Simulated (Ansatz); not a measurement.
This guess for PbS is about to be relaxed.

```cif
data_structure
_symmetry_space_group_name_H-M 'P 1'
_symmetry_Int_Tables_number 1
_cell_length_a 3.9755
_cell_length_b 3.9755
_cell_length_c 15.2010
_cell_angle_alpha 90.000
_cell_angle_beta 90.000
_cell_angle_gamma 101.412
_cell_volume 235.49
loop_
_atom_site_label
_atom_site_type_symbol
_atom_site_fract_x
_atom_site_fract_y
_atom_site_fract_z
_atom_site_occupancy
Pb1 Pb 0.20790 0.79210 0.58387 1
Pb2 Pb 0.79210 0.20790 0.41613 1
Pb3 Pb 0.29220 0.70780 0.25000 1
Pb4 Pb 0.79210 0.20790 0.08387 1
Pb5 Pb 0.20790 0.79210 0.91613 1
Pb6 Pb 0.70780 0.29220 0.75000 1
S1 S 0.79210 0.20790 0.58387 1
S2 S 0.20790 0.79210 0.41613 1
S3 S 0.70780 0.29220 0.25000 1
S4 S 0.20790 0.79210 0.08387 1
S5 S 0.79210 0.20790 0.91613 1
S6 S 0.29220 0.70780 0.75000 1
```

These are results of Ansatz 0.2.0, DFT PBE, scalar-relativistic, plane waves, PAW, not measurements. Cutoff 420 eV, Gaussian smearing, Γ-centred meshes. Cell and atoms relax first on a coarse mesh and then on a converged one. In between, the cell is made exact in the group found at 0.06 Å. The steps can't lower the symmetry of their start. No spin polarisation.

A guess keeps its type if space group and coordination stay and the shape of the cell changes little (axis ratios within about 15 %, angles within 6°); the volume may change.

Q: Does this structure survive the relaxation?

A: It doesn't keep its type. The symmetry goes from Cmcm (No. 63) to Fm-3m (No. 225), and the primitive cell from 12 to 2 atoms. The end has the rock salt type. The volume per atom grows by 38.1 %, from 19.6 to 27.1 Å³. The shortest distance goes from 2.55 Å (Pb–S) to 3.00 Å (Pb–S). Counting neighbours within 15 % of an atom's shortest distance, the start has Pb 5, S 5 and the end Pb 6, S 6. In detail, at the end Pb is surrounded by 6 S at 3.00 Å; around S lie 6 Pb at 3.00 Å.

```cif
data_structure
_symmetry_space_group_name_H-M 'Fm-3m'
_symmetry_Int_Tables_number 225
_cell_length_a 6.0081
_cell_length_b 6.0081
_cell_length_c 6.0081
_cell_angle_alpha 90.000
_cell_angle_beta 90.000
_cell_angle_gamma 90.000
_cell_volume 216.87
loop_
_atom_site_label
_atom_site_type_symbol
_atom_site_symmetry_multiplicity
_atom_site_Wyckoff_symbol
_atom_site_fract_x
_atom_site_fract_y
_atom_site_fract_z
_atom_site_occupancy
Pb1 Pb 4 b 0.50000 0.00000 0.00000 1
S1 S 4 a 0.00000 0.00000 0.00000 1
```

Formation energies are uncorrected and refer to the elements' standard structures at the same level.

Q: At what energy does it end?

A: −0.550 eV/atom. It lies below the elements, which doesn't yet make it stable against other compounds or structures.

The last run used a 12×12×12 mesh for its 2-atom cell and Gaussian smearing of 0.02 eV. Spin–orbit coupling, which can matter for Pb, is left out. The reference form of S is held partly by dispersion forces, which this level lacks. A structure relaxed within its symmetry needn't be a true minimum.
